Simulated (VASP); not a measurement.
Input of a VASP 6.6.1 run:

Contents of POSCAR:

```
Pd
1.0
    0.0000000000      1.9465000000      1.9465000000
    1.9465000000      0.0000000000      1.9465000000
    1.9465000000      1.9465000000      0.0000000000
Pd
1
Direct
    0.0000000000      0.0000000000      0.0000000000
```

Contents of INCAR.step1:

```
PREC     = Accurate       # precision mode
ENCUT    = 550            # plane-wave cutoff, eV
EDIFF    = 1E-6           # SCF threshold, eV
ISMEAR   = -1             # smearing method
SIGMA    = 0.05           # smearing width, eV
LREAL    = False          # projectors in reciprocal space
LASPH    = True           # aspherical terms in the spheres
NELM     = 60             # most SCF steps
ALGO     = Normal         # electronic algorithm
ISIF     = 2              # what is computed and relaxed
LWAVE    = False          # write WAVECAR
LCHARG   = True           # write CHGCAR
LMAXMIX  = 4              # l up to which the mixer works
GGA      = PE             # functional
```

KPOINTS.step1

```
Automatic mesh
0
Gamma
  12 12 12
```

File INCAR.step2:

```
PREC     = Accurate       # precision mode
ENCUT    = 550            # plane-wave cutoff, eV
EDIFF    = 1E-6           # SCF threshold, eV
ISMEAR   = 0              # smearing method
SIGMA    = 0.05           # smearing width, eV
LREAL    = False          # projectors in reciprocal space
LASPH    = True           # aspherical terms in the spheres
NELM     = 60             # most SCF steps
ALGO     = Normal         # electronic algorithm
ISIF     = 2              # what is computed and relaxed
LWAVE    = False          # write WAVECAR
LCHARG   = False          # write CHGCAR
LMAXMIX  = 4              # l up to which the mixer works
GGA      = PE             # functional
ICHARG   = 11             # starting density
```

KPOINTS.step2

```
path GXWKGLUWLK,UX
10
line-mode
reciprocal
 0.0000000000  0.0000000000  0.0000000000  G
 0.5000000000  0.0000000000  0.5000000000  X

 0.5000000000  0.0000000000  0.5000000000  X
 0.5000000000  0.2500000000  0.7500000000  W

 0.5000000000  0.2500000000  0.7500000000  W
 0.3750000000  0.3750000000  0.7500000000  K

 0.3750000000  0.3750000000  0.7500000000  K
 0.0000000000  0.0000000000  0.0000000000  G

 0.0000000000  0.0000000000  0.0000000000  G
 0.5000000000  0.5000000000  0.5000000000  L

 0.5000000000  0.5000000000  0.5000000000  L
 0.6250000000  0.2500000000  0.6250000000  U

 0.6250000000  0.2500000000  0.6250000000  U
 0.5000000000  0.2500000000  0.7500000000  W

 0.5000000000  0.2500000000  0.7500000000  W
 0.5000000000  0.5000000000  0.5000000000  L

 0.5000000000  0.5000000000  0.5000000000  L
 0.3750000000  0.3750000000  0.7500000000  K

 0.6250000000  0.2500000000  0.6250000000  U
 0.5000000000  0.0000000000  0.5000000000  X
```

Potentials or basis: VASP PAW PBE potentials, release 64 (Pd_GW).

The run is started by

```bash
$ cat potpaw_PBE.64/Pd_GW/POTCAR > POTCAR
$ cp INCAR.step1 INCAR
$ cp KPOINTS.step1 KPOINTS
$ mpirun -np 1 vasp_std > vasp.out
$ cp INCAR.step2 INCAR
$ cp KPOINTS.step2 KPOINTS
$ mpirun -np 1 vasp_std > vasp.out
```

(1) What does it give for the band gap along the path?

## Answers

(1) none (metal or under the smearing width).

Caveat: the log is that of the step along the path at fixed density, whose energy, stress, charges and moments have no meaning.
